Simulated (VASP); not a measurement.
# MnNi3: Ni into a neighbouring Ni vacancy

How hard is this move in MnNi3: Ni into a neighbouring Ni vacancy? Both ends are relaxed first, then a band of images between them. The start is a cell from a database of measured crystal structures.

Calculated with VASP 6.6.1; PBEsol, spin-polarised from a ferromagnetic start; plane waves and PAW (Ni, Mn).

Report form: the programs' logs are mostly left out.

### Step 1. The host crystal

The structure is cubic, space group Pm-3m (No. 221). Conventional cell: a = 3.593 Å, b = 3.593 Å, c = 3.593 Å, α = 90.00°, β = 90.00°, γ = 90.00°. Ni has 8 Ni at 2.54 Å and 4 Mn at 2.54 Å nearest. Nearest to Mn lie 12 Ni at 2.54 Å. Farther neighbours are not listed.

Coordinates:

```
Ni Mn
1.0
     3.59300    0.00000    0.00000
     0.00000    3.59300    0.00000
     0.00000    0.00000    3.59300
Ni Mn
3 1
Cartesian
  1.7965 1.7965 0.0000
  1.7965 0.0000 1.7965
  0.0000 1.7965 1.7965
  0.0000 0.0000 0.0000
```

### Step 2. Relax the host

First cell and atoms are relaxed at a raised cutoff, so that later runs start from this functional's own cell.

Input file INCAR:

```
SYSTEM = MnNi3
PREC = Accurate
ENCUT = 360
EDIFF = 1E-06
NELM = 120
ISMEAR = 1
SIGMA = 0.15
LREAL = .FALSE.
ALGO = Normal
GGA = PS
NBANDS = 31
ISPIN = 2
MAGMOM = 1 1 1 4
LMAXMIX = 4
LORBIT = 11
LWAVE = .FALSE.
LCHARG = .FALSE.
KPAR = 3
IBRION = 2
NSW = 40
ISIF = 3
EDIFFG = -0.02
POTIM = 0.4
```

Input file POSCAR:

```
MnNi3
1.0
    3.5930000000      0.0000000000      0.0000000000
    0.0000000000      3.5930000000      0.0000000000
    0.0000000000      0.0000000000      3.5930000000
Ni Mn
3 1
Direct
    0.5000000000      0.5000000000      0.0000000000
    0.5000000000      0.0000000000      0.5000000000
    0.0000000000      0.5000000000      0.5000000000
    0.0000000000      0.0000000000      0.0000000000
```

Input file KPOINTS:

```
Automatic mesh
0
Gamma
7 7 7
0 0 0
```

PAW data sets: Ni and Mn (PBE family, release 64).

Command:

```
> mpirun -np 3 vasp_std
```

Run time: 21 s. Hardware: 3 MPI ranks of Intel Xeon 6975P-C (Granite Rapids), shared host; peak memory 0.47 GiB.

The magnetic state follows from one typed start and may not be the lowest. The k-mesh is coarse for a metal. LASPH is off, so gradient terms of the non-spherical density inside the spheres are left out; for open d or f shells this can shift gaps and moments. The PAW data sets were made with PBE, which is usual practice but a small mismatch for other functionals. The data set Mn keeps the semicore shell frozen, which is cheaper and a little less accurate. The run keeps the 48 symmetry operations of its start, so it cannot find a distortion of lower symmetry.

The steps of the relaxation:

```
step  energy less that of the first step (eV)  largest force (eV/Å)  pressure (GPa)  volume (Å³)
   1                                   0.0000                0.0000          -13.26        46.38
   2                                  -0.1229                0.0000            7.75        41.42
   3                                  -0.1574                0.0000            0.04        42.88
```

```
conventional cell, symmetrised  before  after  change
                         a (Å)   3.593  3.500  -2.6 %
                         b (Å)   3.593  3.500  -2.6 %
                         c (Å)   3.593  3.500  -2.6 %
              volume (Å³/atom)   11.60  10.72  -7.6 %
```

Final coordinates:

```
Ni Mn
1.0
     3.50013    0.00000    0.00000
     0.00000    3.50013    0.00000
     0.00000    0.00000    3.50013
Ni Mn
3 1
Cartesian
  1.7501 1.7501 0.0000
  1.7501 0.0000 1.7501
  0.0000 1.7501 1.7501
  0.0000 0.0000 0.0000
```

Numbers from this step:

* electronic cycles: 42
* electrons: 37
* free energy (TOTEN): -28.47 eV
* energy at zero smearing: -28.47 eV
* Fermi energy: 8.812 eV
* moment of the cell, from the last line of the log: 4.552 μB
* labelled metallic, from the levels on this mesh: yes

Spin moment in the PAW sphere by atom:

```
atom  spin moment in the PAW sphere (μB)
 Ni1                                0.49
 Ni2                                0.49
 Ni3                                0.49
 Mn4                                3.03
```

The run ended after 3 ionic steps, 0.157 eV below its first step, once forces and stress met EDIFFG = -0.02.

### Step 3. Relax the host again, on a new basis

The volume changed by more than 5 %, so the plane waves of the start no longer fit; a second relaxation removes that error.

Edit INCAR of step 2 so:

```diff
@@ -19,3 +19,3 @@
 IBRION = 2
-NSW = 40
+NSW = 30
 ISIF = 3
```

Input file POSCAR:

```
MnNi3
1.0
    3.5001297764      0.0000000000      0.0000000000
    0.0000000000      3.5001297764      0.0000000000
    0.0000000000      0.0000000000      3.5001297764
Ni Mn
3 1
Direct
    0.5000000000      0.5000000000      0.0000000000
    0.5000000000      0.0000000000      0.5000000000
    0.0000000000      0.5000000000      0.5000000000
    0.0000000000      0.0000000000      0.0000000000
```

KPOINTS is that of step 2.

Command:

```
> mpirun -np 3 vasp_std
```

Elapsed: 8.8 s, on 3 MPI ranks; peak memory 0.45 GiB; 24 s of CPU time.

Little changed from the start: no atom moved by 0.005 Å and no cell edge by 0.1 %.

Numbers from this step:

```
electronic cycles                                 : 16
free energy (TOTEN)                               : -28.46 eV
energy at zero smearing                           : -28.46 eV
Fermi energy                                      : 8.814 eV
moment of the cell, from the last line of the log : 4.554 μB
```

The start already met the threshold, so nothing moved.

### Step 4. Relax the start

System of this step: Mn4Ni11. The cell holds 15 atoms: 11 Ni and 4 Mn. Cell: a = 6.062 Å, b = 6.062 Å, c = 6.062 Å, α = 109.5°, β = 109.5°, γ = 109.5°. It derives from MnNi3. Nearest the centre at fractional (0.250, 0.375, 0.375): Ni4 at 1.24 Å, Mn12 at 2.10 Å, Mn15 at 2.15 Å, Ni11 at 2.17 Å, Ni8 at 2.17 Å, Ni2 at 2.75 Å, Ni6 at 2.77 Å, Ni5 at 2.78 Å.

A path needs two true minima; the start is relaxed with symmetry off.

Input file INCAR:

```
SYSTEM = Mn4Ni11
PREC = Normal
ENCUT = 280
EDIFF = 1E-05
NELM = 120
ISMEAR = 1
SIGMA = 0.15
LREAL = Auto
ALGO = Fast
GGA = PS
NBANDS = 109
ISPIN = 2
MAGMOM = 1 1 1 1 1 1 1 1 1 1 1 4 4 4 4
LMAXMIX = 4
LORBIT = 11
LWAVE = .FALSE.
LCHARG = .FALSE.
KPAR = 3
IBRION = 2
NSW = 60
ISIF = 2
EDIFFG = -0.05
POTIM = 0.4
MAXMIX = 40
ISYM = 0
```

Input file POSCAR:

```
Mn4Ni11
1.0
   -3.5001297764      3.5001297764      3.5001297764
    3.5001297764     -3.5001297764      3.5001297764
    3.5001297764      3.5001297764     -3.5001297764
Ni Mn
11 4
Direct
    0.7532914643      0.7519314177      0.5033347402
    0.7538619438      0.2475521403     -0.0011365332
    0.2527018727      0.7495075016      0.0001261807
    0.2516431826      0.5024023266      0.2509215508
    0.7481571276     -0.0034815092      0.2474304837
    0.7492779278      0.5008753660      0.7518244133
    0.2492884548     -0.0022106788      0.7470312509
    0.5065734366      0.2520888409      0.2529097804
   -0.0058963109      0.7417547784      0.2368571281
    0.0012312827      0.2494146832      0.7494041723
    0.4957440842      0.7549719121      0.7528736591
    0.0037420509      0.0077306704      0.0076839282
    0.4957698413      0.4990099178     -0.0061771468
    0.4945414061     -0.0016405465      0.4968048671
   -0.0029799512      0.4995134076      0.4970949783
```

Input file KPOINTS:

```
Automatic mesh
0
Gamma
4 4 4
0 0 0
```

Command:

```
> mpirun -np 3 vasp_std
```

The job ended after 11 min (3 MPI ranks; peak memory 1.4 GiB).

Step by step:

```
step  energy less that of the first step (eV)  largest force (eV/Å)
   1                                   0.0000                0.6786
   2                                  -0.0700                0.3995
   3                                  -0.0981                0.2069
   4                                  -0.0981                0.2192
   5                                  -0.1080                0.1577
   6                                  -0.1152                0.1412
   7                                  -0.1224                0.0924
   8                                  -0.1271                0.0900
   9                                  -0.1298                0.0473
```

The atoms that moved most (Å):

```
atom      dx      dy      dz  length
Mn15  -0.074   0.092   0.003   0.118
Mn14   0.066  -0.050   0.016   0.084
 Ni9   0.063   0.037  -0.026   0.078
Mn13  -0.061  -0.041   0.001   0.074
Ni11  -0.055   0.018   0.045   0.073
Mn12   0.025   0.053  -0.014   0.060
 Ni6  -0.016  -0.011   0.044   0.048
Ni10  -0.002  -0.006  -0.040   0.041
```

Final coordinates:

```cif
data_structure
_symmetry_space_group_name_H-M 'P 1'
_symmetry_Int_Tables_number 1
_cell_length_a 6.0624
_cell_length_b 6.0624
_cell_length_c 6.0624
_cell_angle_alpha 109.471
_cell_angle_beta 109.471
_cell_angle_gamma 109.471
_cell_volume 171.52
loop_
_atom_site_label
_atom_site_type_symbol
_atom_site_fract_x
_atom_site_fract_y
_atom_site_fract_z
_atom_site_occupancy
Ni1 Ni 0.74941 0.74965 0.49844 1
Ni2 Ni 0.74950 0.25035 0.99925 1
Ni3 Ni 0.25001 0.74997 0.99922 1
Ni4 Ni 0.25517 0.50424 0.24971 1
Ni5 Ni 0.74614 0.99577 0.25032 1
Ni6 Ni 0.75397 0.50490 0.74796 1
Ni7 Ni 0.24371 0.99502 0.74822 1
Ni8 Ni 0.50433 0.25638 0.25029 1
Ni9 Ni 0.99558 0.74703 0.25112 1
Ni10 Ni 0.99463 0.24330 0.74822 1
Ni11 Ni 0.50477 0.75363 0.74760 1
Mn12 Mn 0.00934 0.00937 0.01881 1
Mn13 Mn 0.49008 0.49046 0.97917 1
Mn14 Mn 0.48977 0.01005 0.49910 1
Mn15 Mn 0.01054 0.48932 0.49955 1
```

Numbers from this step:

```
electronic cycles                                 : 80
electrons                                         : 138
free energy (TOTEN)                               : -105.5908 eV
energy at zero smearing                           : -105.5939 eV
Fermi energy                                      : 7.906 eV
moment of the cell, from the last line of the log : 17.97 μB
```

Spin moment in the PAW sphere by atom:

```
atom  spin moment in the PAW sphere (μB)
 Ni1                                0.51
 Ni2                                0.50
 Ni3                                0.50
 Ni4                                0.45
 Ni5                                0.45
 Ni6                                0.45
 Ni7                                0.45
 Ni8                                0.45
 Ni9                                0.45
Ni10                                0.45
Ni11                                0.45
Mn12                                3.13
Mn13                                3.14
Mn14                                3.14
Mn15                                3.14
```

The run ended after 9 ionic steps, 0.130 eV below its first step, once the forces on the free atoms met EDIFFG = -0.05.

### Step 5. Relax the end

The end state is relaxed in the same way, so that both ends share their errors.

INCAR is that of step 4.

Input file POSCAR:

```
Mn4Ni11
1.0
   -3.5001297764      3.5001297764      3.5001297764
    3.5001297764     -3.5001297764      3.5001297764
    3.5001297764      3.5001297764     -3.5001297764
Ni Mn
11 4
Direct
    0.7486551772      0.7488263046      0.5003744697
    0.7534627723      0.2526130356      0.0042424571
    0.2506577249      0.7462296534     -0.0002473564
    0.2495505303      0.2551244609      0.4994496581
    0.7455354559     -0.0009541444      0.2463749563
    0.7479732272      0.4973484245      0.7509339471
    0.2492366995     -0.0044973266      0.7474064147
    0.4974593289      0.2459622018      0.2528428235
    0.0026488164      0.7498767511      0.2542256578
    0.0028732944      0.2484075789      0.7498326612
    0.4947800965      0.7483259615      0.7515732770
    0.0009413813      0.0019008240     -0.0015880523
    0.4919259785      0.4971385912     -0.0041061803
    0.5001129148      0.0006958190      0.5044671317
    0.0026112686      0.5013352520      0.5012700236
```

KPOINTS is that of step 4.

Command:

```
> mpirun -np 3 vasp_std
```

It took 10 min on 3 MPI ranks; peak memory 1.4 GiB.

Relaxation path:

```
step  energy less that of the first step (eV)  largest force (eV/Å)
   1                                   0.0000                0.5725
   2                                  -0.0524                0.3194
   3                                  -0.0703                0.2093
   4                                  -0.0819                0.1655
   5                                  -0.0969                0.1789
   6                                  -0.1076                0.1135
   7                                  -0.1123                0.0986
   8                                  -0.1144                0.0344
```

The atoms that moved most (Å):

```
atom      dx      dy      dz  length
Mn14  -0.089  -0.015  -0.068   0.112
Mn13   0.068   0.033  -0.052   0.092
Mn12   0.076   0.014   0.048   0.091
Mn15  -0.071  -0.006   0.056   0.091
 Ni4  -0.015   0.060  -0.019   0.065
 Ni9  -0.014  -0.057  -0.004   0.058
Ni10   0.029  -0.046  -0.012   0.056
 Ni2  -0.013  -0.051  -0.006   0.053
```

Final coordinates:

```xyz
15
Lattice="-3.5001 3.5001 3.5001 3.5001 -3.5001 3.5001 3.5001 3.5001 -3.5001" Properties=species:S:1:pos:R:3 pbc="T T T"
Ni    1.7543    1.7842    3.4850
Ni   -1.7511    1.7168    3.5005
Ni    1.7512   -1.7826    3.4858
Ni    1.7522    1.7885   -0.0012
Ni   -1.7461    3.5036    1.7452
Ni    1.7501    3.5015    1.7434
Ni    1.7536    3.5009   -1.7585
Ni    0.0080    1.7851    1.7468
Ni    3.4917   -1.7821    1.7397
Ni    3.5128    1.7187   -1.7574
Ni    3.4943    1.7841    1.7424
Mn    0.0735    0.0052    0.0634
Mn    0.0722    0.0006    3.4247
Mn   -0.0709    3.4989   -0.0806
Mn    3.4294    0.0024    0.0655
```

Numbers from this step:

```yaml
electronic_cycles: 75
free_energy_toten: -105.5911 eV
energy_at_zero_smearing: -105.5942 eV
fermi_energy: 7.907 eV
moment_of_the_cell_from_the_last_line_of_the_log: 17.96 μB
```

Spin moment in the PAW sphere by atom:

```
atom  spin moment in the PAW sphere (μB)
 Ni1                                0.45
 Ni2                                0.45
 Ni3                                0.45
 Ni4                                0.45
 Ni5                                0.50
 Ni6                                0.51
 Ni7                                0.50
 Ni8                                0.45
 Ni9                                0.45
Ni10                                0.45
Ni11                                0.45
Mn12                                3.14
Mn13                                3.14
Mn14                                3.14
Mn15                                3.14
```

The run ended after 8 ionic steps, 0.114 eV below its first step, once the forces on the free atoms met EDIFFG = -0.05.

### Step 6. Nudged elastic band

Images on a straight line between the ends relax across the path, while springs keep them spaced along it.

Edit INCAR of step 5 so:

```diff
@@ -14,12 +14,11 @@
 LMAXMIX = 4
-LORBIT = 11
 LWAVE = .FALSE.
 LCHARG = .FALSE.
-KPAR = 3
-IBRION = 2
+IMAGES = 3
+SPRING = -5
+IBRION = 1
+POTIM = 0.3
 NSW = 60
-ISIF = 2
 EDIFFG = -0.05
-POTIM = 0.4
-MAXMIX = 40
 ISYM = 0
+ISIF = 0
```

Input file POSCAR:

```
Mn4Ni11
1.0
   -3.5001297764      3.5001297764      3.5001297764
    3.5001297764     -3.5001297764      3.5001297764
    3.5001297764      3.5001297764     -3.5001297764
Ni Mn
11 4
Direct
    0.7494058896      0.7496485765      0.4984368834
    0.7494999795      0.2503475826      0.9992529328
    0.2500099138      0.7499692094      0.9992204878
    0.2551668537      0.5042390669      0.2497090397
    0.7461429053      0.9957657814      0.2503217783
    0.7539696257      0.5049020374      0.7479571566
    0.2437114680      0.9950201965      0.7482162098
    0.5043264311      0.2563777237      0.2502923952
    0.9955775400      0.7470300824      0.2511188191
    0.9946314147      0.2432971096      0.7482235385
    0.5047665990      0.7536275463      0.7475991881
    0.0093441221      0.0093742959      0.0188118379
    0.4900828484      0.4904554193      0.9791674641
    0.4897677092      0.0100466535      0.4991014985
    0.0105445132      0.4893189467      0.4995542234
```

KPOINTS is that of step 5.

Input file 00/POSCAR:

```
Mn4Ni11
1.0
   -3.5001297764      3.5001297764      3.5001297764
    3.5001297764     -3.5001297764      3.5001297764
    3.5001297764      3.5001297764     -3.5001297764
Ni Mn
11 4
Direct
    0.7494058896      0.7496485765      0.4984368834
    0.7494999795      0.2503475826      0.9992529328
    0.2500099138      0.7499692094      0.9992204878
    0.2551668537      0.5042390669      0.2497090397
    0.7461429053      0.9957657814      0.2503217783
    0.7539696257      0.5049020374      0.7479571566
    0.2437114680      0.9950201965      0.7482162098
    0.5043264311      0.2563777237      0.2502923952
    0.9955775400      0.7470300824      0.2511188191
    0.9946314147      0.2432971096      0.7482235385
    0.5047665990      0.7536275463      0.7475991881
    0.0093441221      0.0093742959      0.0188118379
    0.4900828484      0.4904554193      0.9791674641
    0.4897677092      0.0100466535      0.4991014985
    0.0105445132      0.4893189467      0.4995542234
```

Input file 01/POSCAR:

```
Mn4Ni11
1.0
   -3.5001297764      3.5001297764      3.5001297764
    3.5001297764     -3.5001297764      3.5001297764
    3.5001297764      3.5001297764     -3.5001297764
Ni Mn
11 4
Direct
    0.7502333504      0.7493447413      0.5001976866
    0.7484502815      0.2502343590      0.9982144865
    0.2483324340      0.7495034027      0.9982928696
    0.2552058527      0.4407153674      0.3137314947
    0.7470573449      0.9967952255      0.2505073220
    0.7527883272      0.5034401062      0.7485180102
    0.2450119544      0.9960928821      0.7488187224
    0.5043788621      0.2549525254      0.2517546754
    0.9951657259      0.7470985930      0.2493915174
    0.9945934285      0.2451623032      0.7480001830
    0.5045140150      0.7522366127      0.7492039029
    0.0094565658      0.0119184906      0.0169174447
    0.4898872414      0.4927263058      0.9869755812
    0.4894060278      0.0021258833      0.4967517310
    0.0103356150      0.4918017196      0.4972249344
```

Input file 02/POSCAR:

```
Mn4Ni11
1.0
   -3.5001297764      3.5001297764      3.5001297764
    3.5001297764     -3.5001297764      3.5001297764
    3.5001297764      3.5001297764     -3.5001297764
Ni Mn
11 4
Direct
    0.7510608112      0.7490409062      0.5019584898
    0.7474005835      0.2501211354      0.9971760402
    0.2466549542      0.7490375960      0.9973652515
    0.2552448516      0.3771916679      0.3777539498
    0.7479717844      0.9978246696      0.2506928657
    0.7516070288      0.5019781751      0.7490788637
    0.2463124407      0.9971655678      0.7494212350
    0.5044312932      0.2535273270      0.2532169556
    0.9947539118      0.7471671035      0.2476642158
    0.9945554423      0.2470274968      0.7477768276
    0.5042614311      0.7508456792      0.7508086176
    0.0095690094      0.0144626854      0.0150230515
    0.4896916343      0.4949971924      0.9947836982
    0.4890443464     -0.0057948870      0.4944019636
    0.0101267168      0.4942844926      0.4948956454
```

Input file 03/POSCAR:

```
Mn4Ni11
1.0
   -3.5001297764      3.5001297764      3.5001297764
    3.5001297764     -3.5001297764      3.5001297764
    3.5001297764      3.5001297764     -3.5001297764
Ni Mn
11 4
Direct
    0.7518882720      0.7487370710      0.5037192929
    0.7463508855      0.2500079117      0.9961375938
    0.2449774745      0.7485717892      0.9964376334
    0.2552838506      0.3136679684      0.4417764048
    0.7488862240      0.9988541138      0.2508784094
    0.7504257304      0.5005162439      0.7496397172
    0.2476129270      0.9982382534      0.7500237475
    0.5044837242      0.2521021286      0.2546792359
    0.9943420978      0.7472356140      0.2459369141
    0.9945174561      0.2488926905      0.7475534722
    0.5040088471      0.7494547456      0.7524133324
    0.0096814531      0.0170068802      0.0131286583
    0.4894960272      0.4972680790      1.0025918153
    0.4886826650     -0.0137156572      0.4920521962
    0.0099178187      0.4967672656      0.4925663564
```

Input file 04/POSCAR:

```
Mn4Ni11
1.0
   -3.5001297764      3.5001297764      3.5001297764
    3.5001297764     -3.5001297764      3.5001297764
    3.5001297764      3.5001297764     -3.5001297764
Ni Mn
11 4
Direct
    0.7527157328      0.7484332358      0.5054800961
    0.7453011875      0.2498946881      0.9950991475
    0.2432999947      0.7481059825      0.9955100152
    0.2553228496      0.2501442689      0.5057988599
    0.7498006636      0.9998835579      0.2510639531
    0.7492444319      0.4990543128      0.7502005708
    0.2489134134      0.9993109390      0.7506262601
    0.5045361553      0.2506769303      0.2561415161
    0.9939302837      0.7473041246      0.2442096124
    0.9944794699      0.2507578841      0.7473301167
    0.5037562632      0.7480638120      0.7540180472
    0.0097938968      0.0195510749      0.0112342651
    0.4893004202      0.4995389655      1.0103999324
    0.4883209836     -0.0216364274      0.4897024287
    0.0097089205      0.4992500385      0.4902370674
```

Command:

```
> mpirun -np 3 vasp_std
```

Elapsed: 3.4 h, on 3 MPI ranks; peak memory 1.4 GiB.

The run was stopped at its time limit, so it gives no result of its own.

### Step 7. Outcome

* result: none

**Reading.** The session ends without its result: «nudged elastic band» met its time limit.

[Lines on the potential files, build, host, timing and source positions are cut from VASP's logs without a mark.]

[Logs are printed without paths, hosts, clocks, repeated set-up lines and the standing remarks that a program may print on its own settings, such as how far it seeks lower states.]

[Hosts, paths, dates, database ids (printed as entryN), source tags and the programs' standing remarks are cut or masked in the printed files.]

[Runs that stopped without an error message from VASP are left out.]
